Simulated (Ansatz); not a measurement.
W: equation of state with PBEsol

Crystal: W.

```
CELL_PARAMETERS angstrom
0.00000 2.03000 2.03000
2.03000 0.00000 2.03000
2.03000 2.03000 0.00000
ATOMIC_POSITIONS crystal
W 0.00000 0.00000 0.00000
```

This isn't the form of W at room conditions, which is bcc.

```json
{"Program": "Ansatz 0.2.0", "Task": "equation of state", "Functional": "PBEsol", "Potentials or basis": "all-electron LAPW, scalar-relativistic", "Basis error allowed": "0.001 eV/atom", "k mesh": "11 × 11 × 11", "Occupations": "fermi-dirac, width 0.05 eV", "Spin": "no spin polarisation"}
```

The equilibrium volume is 16.00 Å³/atom and the bulk modulus is 312 GPa. The pressure derivative of the bulk modulus is 4.4.

Energy against volume, from the lowest point:
| volume (Å³/atom) | energy (meV/atom) |
| --- | --- |
| 15.727 | 4.46 |
| 16.062 | 0.00 |
| 16.396 | 8.89 |
| 16.731 | 29.73 |
| 17.065 | 61.26 |
| 17.400 | 102.32 |
| 17.735 | 151.87 |

All runs of the series together: 46 s on 1 thread of Arm Neoverse V2, with other jobs on the host.

The run has no spin-orbit coupling, so splittings on W are missing.
